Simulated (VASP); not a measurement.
Runs of VASP 6.6.1 on NaI. It takes space group Fm-3m (No. 225, cubic). The conventional cell has a = 6.473 Å, b = 6.473 Å, c = 6.473 Å, α = 90.00°, β = 90.00°, γ = 90.00°. Around I (site symmetry m-3m) lie 6 Na at 3.24 Å. Na (site symmetry m-3m) is surrounded by 6 I at 3.24 Å. 

```csv
level,gap on the mesh (eV),pressure (GPa),relaxed volume (Å³/atom)
vdW-DF,3.69,0.0,(b)
vdW-DF-cx,3.74,0.0,(c)
optB86b-vdW,3.70,0.0,(a)
optPBE-vdW,3.69,0.0,34.28
rev-vdW-DF2,3.60,0.0,33.35
BEEF-vdW,3.69,0.0,(d)
vdW-DF2,3.37,0.0,35.44
optB88-vdW,3.68,0.0,33.39
```

Alike in all rows: task relaxation of cell and atoms; potentials or basis VASP PAW PBE potentials, release 64 (I, Na_pv); no spin polarisation; cell relaxed; k mesh 7 × 7 × 7; cutoff (eV) 600; smearing fermi-dirac 0.05 eV.

Question: Fill in the values left out.

Answer: (a) 33.26; (b) 35.91; (c) 33.62; (d) 34.66.

Caveats: the PAW data sets were made with another functional, which shifts forces and pressure a little; spin-orbit coupling is left out, which moves the levels of the heavy elements.

A k mesh can miss the band edges, and the runs leave out spin-orbit coupling on I.

Runs at the PBE level aren't shown here.
